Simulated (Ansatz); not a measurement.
AlCu3, 4 atoms in the cell. Symmetry: Pm-3m, No. 221, cubic system. The conventional cell has a = 3.637 Å, b = 3.637 Å, c = 3.637 Å, α = 90.00°, β = 90.00°, γ = 90.00°. Cu (site symmetry 4/mmm) is surrounded by 8 Cu at 2.57 Å and 4 Al at 2.57 Å. Around Al (site symmetry m-3m) lie 12 Cu at 2.57 Å. The cell comes from a database or a generator and needn't be the stable form of this composition.

```yaml
Program: Ansatz 0.2.0
Task: band structure
Functional: LDA
Potentials_or_basis: all-electron LAPW, scalar-relativistic
Cutoff: 269 eV (chosen from the basis error)
Basis_error_allowed: 0.002 eV/atom
k_mesh: 7 × 7 × 7
Occupations: fermi-dirac, width 0.05 eV
Spin: no spin polarisation
```

Potentials or basis: all-electron LAPW, scalar-relativistic.

Command:

```sh
$ ansatz run input.yaml --threads 2 --pin off --max-ram 8192MiB --backend cpu --events-out ev --progress --plain --runs-dir out
```

Hardware: 2 threads of Intel(R) Xeon(R) Platinum 8259CL CPU @ 2.50GHz (Skylake/Cascade Lake), with other jobs on the host.

Task: Estimate the wall time of this run.

Result: Wall time 16 s on 2 threads of Intel(R) Xeon(R) Platinum 8259CL CPU @ 2.50GHz (Skylake/Cascade Lake), on a shared host, peak memory 0.41 GiB. Counts: scf iterations 10, plane waves 461, k points 20, bands 41.
